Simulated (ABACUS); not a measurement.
BaTiO3: relaxation of cell and atoms with LDA

BaTiO3:

```
Ba Ti O
1.0
     2.82737    1.63238    2.31839
    -2.82737    1.63238    2.31839
     0.00000   -3.26476    2.31839
Ba Ti O
1 1 3
Direct
  0.00000 0.00000 0.00000
  0.48450 0.48450 0.48450
  0.50860 0.01750 0.50860
  0.01750 0.50860 0.50860
  0.50860 0.50860 0.01750
```

| Property | Result |
| --- | --- |
| Program | ABACUS 3.10.1 |
| Task | relaxation of cell and atoms |
| Functional | LDA |
| Potentials or basis | PseudoDojo NC SR 0.4.1 LDA standard |
| Cutoff | 1143 eV |
| Density cutoff | 4572 eV |
| Basis | plane waves |
| k mesh | 6 × 6 × 6 |
| Occupations | fermi-dirac, width 0.05 eV |
| Spin | no spin polarisation |
| Target pressure | 5 GPa |
| Radial cutoff of the potentials (pseudo_rcut) | 7 bohr |
| Max steps of the relaxation | 60 |
| Force threshold | 0.005 eV/Å |
| Optimiser | cg |
| Stress threshold | 1 kbar |
| SCF threshold on the density | 1e-08 |
| Max SCF steps | 100 |
| Eigensolver | dav |
| Mixing | broyden |
| Mixing share | 0.7 |
| Symmetry key | 1 |

```json
{
 "Relaxed volume": "11.95 Å³/atom",
 "Relaxed cell": "a = 3.909 Å, b = 3.909 Å, c = 3.909 Å, α = 89.99°, β = 89.99°, γ = 89.99°",
 "Space group after relaxing (to 0.05 Å)": "R3m (No. 160)",
 "Energy change on relaxing (the enthalpy is what falls)": "-4.0 meV/atom",
 "Ionic steps": "27",
 "Pressure after relaxing": "5.0 GPa",
 "Largest force after relaxing": "0.004 eV/Å",
 "Band gap on the k mesh": "1.95 eV, indirect (least direct gap 2.04 eV)"
}
```

Forces on the atoms (eV/Å):
```
Ba   0.000  0.000  0.002
Ti   0.000  0.000  0.004
O   -0.001  0.000 -0.002
O    0.001  0.000 -0.002
O    0.000 -0.001 -0.002
```

Step by step:
| step | energy change (eV) | largest force (eV/Å) | pressure (GPa) | volume (Å³) |
| --- | --- | --- | --- | --- |
| 1 | 0.0000 | 0.1571 | -5.54 | 64.20 |
| 2 | 0.3480 | 1.5150 | 22.98 | 56.41 |
| 3 | -0.0351 | 0.3221 | -0.40 | 62.35 |
| 4 | -0.0160 | 0.5983 | 4.48 | 60.83 |
| 5 | 0.1043 | 1.0379 | 12.95 | 58.59 |
| 6 | 0.0028 | 0.3595 | -6.24 | 63.53 |
| 7 | -0.0446 | 0.1419 | -1.10 | 61.92 |
| 8 | -0.0446 | 0.1417 | -1.09 | 61.92 |
| 9 | -0.0446 | 0.1425 | -1.09 | 61.92 |
| 10 | 0.0850 | 0.4791 | 12.73 | 58.14 |
| 11 | -0.0262 | 0.2036 | 4.68 | 60.18 |
| 12 | -0.0238 | 0.2146 | 4.96 | 60.10 |
| 13 | -0.0236 | 0.1525 | 4.99 | 60.02 |
| 14 | -0.0197 | 0.0805 | 5.19 | 59.79 |
| 15 | -0.0248 | 0.0431 | 4.64 | 59.93 |
| 16 | -0.0248 | 0.0423 | 4.64 | 59.94 |
| 17 | -0.0216 | 0.0310 | 5.02 | 59.82 |
| 18 | -0.0205 | 0.0367 | 5.15 | 59.78 |
| 19 | -0.0209 | 0.0319 | 5.06 | 59.79 |
| 20 | -0.0214 | 0.0285 | 4.94 | 59.80 |
| 21 | -0.0204 | 0.0232 | 5.01 | 59.77 |
| 22 | -0.0190 | 0.0139 | 5.11 | 59.72 |
| 23 | -0.0205 | 0.0129 | 4.91 | 59.77 |
| 24 | -0.0205 | 0.0124 | 4.92 | 59.77 |
| 25 | -0.0189 | 0.0059 | 5.10 | 59.72 |
| 26 | -0.0195 | 0.0064 | 5.03 | 59.74 |
| 27 | -0.0198 | 0.0042 | 5.00 | 59.75 |

Final structure:
```
Ba Ti O
1.0
     2.76398    1.59579    2.25762
    -2.76398    1.59579    2.25762
     0.00000   -3.19157    2.25762
Ba Ti O
1 1 3
Direct
  0.00167 0.00167 0.00167
  0.49700 0.49700 0.49700
  0.50633 0.00786 0.50633
  0.00786 0.50633 0.50633
  0.50633 0.50633 0.00786
```

Levels at points of the mesh, in eV from the valence-band top:
```
           k point  band 18  band 19  band 20  band 21  band 22  band 23
(0.00, 0.00, 0.00)    -0.13    -0.09    -0.09     1.95     1.95     1.98
(0.50, 0.00, 0.00)    -1.87    -0.74    -0.71     2.14     3.92     3.93
(0.50, 0.50, 0.00)    -0.80    -0.80    -0.08     3.94     3.95     4.38
(0.50, 0.50, 0.50)     0.00     0.00     0.00     4.68     4.70     4.70
```

Wall time 5.4 min on 4 MPI ranks on Intel(R) Xeon(R) 6975P-C (Granite Rapids) (shared host), peak memory 0.56 GiB a rank.

Caveat: this release of the barium file is off; there are fewer bands than atomic start orbitals, so a level may be missed at k points of high symmetry; spin-orbit coupling is left out, which moves the levels of the heavy elements. A k mesh can miss the band edges.
